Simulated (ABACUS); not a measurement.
# MoS2 (P6_3/mmc) in ABACUS: single point with r2SCAN

Aim: the single point of MoS2 with r2SCAN.

Program: ABACUS 3.10.1. These are calculated values, not measurements. Logs are shortened: lines on timing, memory, paths and dates and some standing lists are left out, and cuts for length are marked.

**Measured values to compare with.**

From “Multiwavelength excitation Raman Scattering Analysis of bulk and 2 dimensional MoS2: Vibrational properties of atomically thin MoS2 layers”, 2015, arxiv:1506.03228, for a bulk crystal of MoS2 at 300 K: band gap 1.3 eV (indirect).

The results are compared with them further down.

### 1 Starting point

It takes space group P6_3/mmc (No. 194, hexagonal). The conventional cell has a = 3.169 Å, b = 3.169 Å, c = 12.324 Å, α = 90.00°, β = 90.00°, γ = 120.00°. Around Mo (site symmetry -6m2) lie 6 S at 2.41 Å. Around S (site symmetry 3m) lie 3 Mo at 2.41 Å.

### 2 Single point, r2SCAN

Contents of INPUT:

```
INPUT_PARAMETERS
suffix              MoS2
calculation         scf
basis_type          pw
pseudo_dir          ./
symmetry            1
dft_functional      MGGA_X_R2SCAN+MGGA_C_R2SCAN
ecutwfc             94
pseudo_rcut         7
nspin               1
nbands              38
ks_solver           dav
smearing_method     fd
smearing_sigma      0.00367493
scf_thr             1e-08
scf_nmax            100
mixing_type         broyden
mixing_beta         0.7
cal_force           1
cal_stress          1
mixing_tau          1
out_chg             1
kpar                4
```

Contents of STRU:

```
ATOMIC_SPECIES
Mo 95.9500 Mo_ONCV_PBE-1.2.upf
S 32.0600 S_ONCV_PBE-1.2.upf

LATTICE_CONSTANT
5.9885420889

LATTICE_VECTORS
1.0000000000 0.0000000000 0.0000000000
-0.5000000000 0.8660254038 0.0000000000
0.0000000000 0.0000000000 3.8889239508

ATOMIC_POSITIONS
Cartesian

Mo
0.0
2
0.5000000000 0.2886751346 2.9166929631 1 1 1
-0.0000000001 0.5773502692 0.9722309877 1 1 1

S
0.0
4
0.5000000000 0.2886751346 1.4661243294 1 1 1
-0.0000000001 0.5773502692 3.4105863048 1 1 1
0.5000000000 0.2886751346 0.4783376459 1 1 1
-0.0000000001 0.5773502692 2.4227996213 1 1 1
```

Contents of KPT:

```
K_POINTS
0
Gamma
6 6 2 0 0 0
```

Potentials or basis: SG15 ONCV 1.2 PBE, plane waves.

Run with:

```bash
> OMP_NUM_THREADS=1 mpirun -np 4 abacus > log
```

running log:

```text
ABACUS v3.10.1

               Atomic-orbital Based Ab-initio Computation at UStc

 ------------------------------------------------------------------------------------

 READING GENERAL INFORMATION
                           global_out_dir = OUT.MoS2/
                           global_in_card = INPUT
                               pseudo_dir = ./
                              orbital_dir =
                                    DSIZE = 4
                                    GSIZE = 1

 READING UNITCELL INFORMATION
                                    ntype = 2
                  lattice constant (Bohr) = 5.98854
              lattice constant (Angstrom) = 3.169

 READING ATOM TYPE 1
                               atom label = Mo
                      L=0, number of zeta = 1
                      L=1, number of zeta = 1
                      L=2, number of zeta = 1
             number of atom for this type = 2

 READING ATOM TYPE 2
                               atom label = S
                      L=0, number of zeta = 1
                      L=1, number of zeta = 1
                      L=2, number of zeta = 1
             number of atom for this type = 4

                        TOTAL ATOM NUMBER = 6
CARTESIAN COORDINATES ( UNIT =       5.988542088900 Bohr ).
    atom                   x                   y                   z     mag                  vx                  vy                  vz
tauc_Mo1            0.5000000000        0.2886751346        2.9166929631  0.0000        0.0000000000        0.0000000000        0.0000000000
tauc_Mo2           -0.0000000001        0.5773502692        0.9722309877  0.0000        0.0000000000        0.0000000000        0.0000000000
tauc_S1            0.5000000000        0.2886751346        1.4661243294  0.0000        0.0000000000        0.0000000000        0.0000000000
tauc_S2           -0.0000000001        0.5773502692        3.4105863048  0.0000        0.0000000000        0.0000000000        0.0000000000
tauc_S3            0.5000000000        0.2886751346        0.4783376459  0.0000        0.0000000000        0.0000000000        0.0000000000
tauc_S4           -0.0000000001        0.5773502692        2.4227996213  0.0000        0.0000000000        0.0000000000        0.0000000000

                          Volume (Bohr^3) = 723.308
                             Volume (A^3) = 107.183

 Lattice vectors: (Cartesian coordinate: in unit of a_0)
                   +1                  +0                  +0
                 -0.5           +0.866025                  +0
                   +0                  +0            +3.88892
 Reciprocal vectors: (Cartesian coordinate: in unit of 2 pi/a_0)
                   +1            +0.57735                  -0
                   -0             +1.1547                  -0
                   +0                  -0           +0.257141
 The esolver type has been set to : ksdft_pw

                PAO radial cut off (Bohr) = 7

 Read in pseudopotential file is Mo_ONCV_PBE-1.2.upf
                     pseudopotential type = NC
          exchange-correlation functional = PBE
[... 174 lines left out ...]
        1            283          15097
 --------------- sum -------------------
        1            283          15097

 SETUP NONLOCAL PSEUDOPOTENTIALS IN PLANE WAVE BASIS
 Mo non-local projectors:
 projector 1 L=0
 projector 2 L=0
 projector 3 L=1
 projector 4 L=1
 projector 5 L=2
 projector 6 L=2
 S non-local projectors:
 projector 1 L=0
 projector 2 L=0
 projector 3 L=1
 projector 4 L=1
      TOTAL NUMBER OF NONLOCAL PROJECTORS = 68

 Init Non-Local PseudoPotential table :
 Init Non-Local-Pseudopotential done.

                                     npwx = 11136

 -------------------------------------------
[... 5 lines left out ...]

 Notice: Threshold on eigenvalues was too large.
 hsover_error=0.52 > DRHO=0.286162
 Origin diag ethr = 0.01
 New diag ethr = 0.000550312

 Density error is 0.263753035215
                          Error Threshold = 0.000550311660139
----------------------------------------------------------
     Energy           Rydberg                 eV
----------------------------------------------------------
 E_KohnSham     -356.4390263981      -4849.6017485872
 E_Harris       -360.4745928769      -4904.5084473565
 E_Fermi        0.8426271741         11.4645308577
----------------------------------------------------------
[... 75 lines left out ...]
 Density error is 1.56083123429e-09
                          Error Threshold = 6.96778481281e-10
----------------------------------------------------------
     Energy           Rydberg                 eV
----------------------------------------------------------
 E_KohnSham     -356.5809997587      -4851.5333952546
 E_KS(sigma->0) -356.5809996302      -4851.5333935069
 E_Harris       -356.5809667803      -4851.5329465602
 E_band         -25.9921978659       -353.6419945195
 E_one_elec     -176.0642655995      -2395.4772263381
 E_Hartree      108.7307333987       1479.3575219406
 E_xc           -49.5524795488       -674.1960718926
 E_Ewald        -239.6949877521      -3261.2176154690
 E_entropy(-TS) -0.0000002569        -0.0000034955
 E_descf        0.0000000000         0.0000000000
 E_exx          0.0000000000         0.0000000000
 E_Fermi        0.8320585866         11.3207378470
----------------------------------------------------------

 charge density convergence is achieved
 final etot is -4851.5333953 eV
 EFERMI = 11.320737847 eV

 STATE ENERGY(eV) AND OCCUPATIONS    NSPIN == 1
 1/4 kpoint (Cartesian) = 0.0000 0.0000 0.0000 (11111 pws)
       1       -53.1422      0.0277778
       2       -53.1422      0.0277778
       3       -26.2940      0.0277778
       4       -26.2940      0.0277778
       5       -26.0695      0.0277778
       6       -26.0695      0.0277778
[... 150 lines left out ...]
      37        18.1200    7.29400e-61
      38        19.1526    7.83210e-70

------------------------------------------------------------------------------------------
 TOTAL-FORCE (eV/Angstrom)
------------------------------------------------------------------------------------------
                       Mo1         0.0000000000         0.0000000000         0.0000000000
                       Mo2         0.0000000000         0.0000000000         0.0000000000
                        S1         0.0000000000         0.0000000000        -0.2263614635
                        S2         0.0000000000         0.0000000000        -0.2263614635
                        S3         0.0000000000         0.0000000000         0.2263614635
                        S4         0.0000000000         0.0000000000         0.2263614635
------------------------------------------------------------------------------------------

----------------------------------------------------------------
 TOTAL-STRESS (KBAR)
----------------------------------------------------------------
         9.5128929094         0.0000000000         0.0000000000
        -0.0000000000         9.5128929091        -0.0000000000
        -0.0000000000        -0.0000000000         0.7007121584
----------------------------------------------------------------
 TOTAL-PRESSURE: 6.575499 KBAR

 --------------------------------------------
 !FINAL_ETOT_IS -4851.5333952546316141 eV
 --------------------------------------------
```

Wall time 6.5 min (4 MPI ranks of AMD EPYC 7R43 (Zen 3), shared host); peak memory 1 GiB.

Results:

```
Free energy            : -4851.5334 eV
Pressure               : 0.7 GPa
Largest force          : 0.226 eV/Å
Band gap on the k mesh : 1.00 eV, indirect (least direct gap 1.77 eV)
```

Forces in eV/Å, atoms in the order of the input:
```
Mo   0.000  0.000  0.000
Mo   0.000  0.000  0.000
S    0.000  0.000 -0.226
S    0.000  0.000 -0.226
S    0.000  0.000  0.226
S    0.000  0.000  0.226
```

Levels at points of the mesh, in eV from the valence-band top:
| k point | band 23 | band 24 | band 25 | band 26 | band 27 | band 28 | band 29 | band 30 |
| --- | --- | --- | --- | --- | --- | --- | --- | --- |
| (0.00, 0.00, 0.00) | -2.27 | -1.32 | -1.16 | 0.00 | 2.26 | 2.26 | 2.29 | 2.29 |
| (0.50, 0.50, 0.00) | -1.90 | -1.69 | -1.48 | -1.34 | 1.73 | 1.78 | 2.13 | 2.39 |
| (0.00, 0.00, 0.50) | -2.29 | -2.29 | -0.29 | -0.29 | 2.26 | 2.26 | 2.26 | 2.26 |
| (0.50, 0.50, 0.50) | -1.80 | -1.80 | -1.40 | -1.40 | 1.75 | 1.75 | 2.27 | 2.27 |

Caveat: the potentials were made for another functional, which shifts forces and pressure.

### 3 Against experiment

Step 2. A measured gap of MoS2 is 1.3 eV (indirect; 300 K; “Multiwavelength excitation Raman Scattering Analysis of bulk and 2 dimensional MoS2: Vibrational properties of atomically thin MoS2 layers”, 2015, arxiv:1506.03228); the calculated 1.00 eV misses it by -0.30 eV. Spin-orbit coupling on Mo is left out. The value is that of r2SCAN on a finite k mesh, which can miss the band edges, without temperature or zero-point motion.
